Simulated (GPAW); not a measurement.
The system is In.

```
In
1.0
    -1.88253    1.88253    1.88253
     1.88253   -1.88253    1.88253
     1.88253    1.88253   -1.88253
In
1
Cartesian
  0.0000 0.0000 0.0000
```

This isn't the form of In at room conditions, which is tetragonal.

| Item | Value |
| --- | --- |
| Program | GPAW 26.7.0 |
| Task | relaxation of cell and atoms |
| Functional | PBE |
| Potentials or basis | GPAW PAW data sets (gpaw-data 1.2.1) |
| Cutoff | 600 eV |
| Basis | pw |
| k mesh | 10 × 10 × 10 |
| Occupations | fermi-dirac, width 0.05 eV |
| Spin | no spin polarisation |

At the start: pressure 1.2 GPa; volume 26.69 Å³/atom.

How do energy, volume and symmetry change on relaxing?

Over 3 steps the energy falls by 3.5 meV/atom and the volume is 27.53 Å³/atom (+3.2 %); space group Im-3m (No. 229, to 0.05 Å).

The path:
| step | energy change (eV) | largest force (eV/Å) | pressure (GPa) | volume (Å³) |
| --- | --- | --- | --- | --- |
| 1 | 0.0000 | 0.0000 | 1.18 | 26.69 |
| 2 | -0.0015 | 0.0000 | 0.85 | 26.91 |
| 3 | -0.0035 | 0.0000 | 0.03 | 27.53 |

Final structure:
```cif
data_structure
_symmetry_space_group_name_H-M 'P 1'
_symmetry_Int_Tables_number 1
_cell_length_a 3.2946
_cell_length_b 3.2946
_cell_length_c 3.2946
_cell_angle_alpha 109.471
_cell_angle_beta 109.471
_cell_angle_gamma 109.471
_cell_volume 27.53
loop_
_atom_site_label
_atom_site_type_symbol
_atom_site_fract_x
_atom_site_fract_y
_atom_site_fract_z
_atom_site_occupancy
In1 In 0.00000 0.00000 0.00000 1
```

Caveat: later steps reuse the first step's grids.
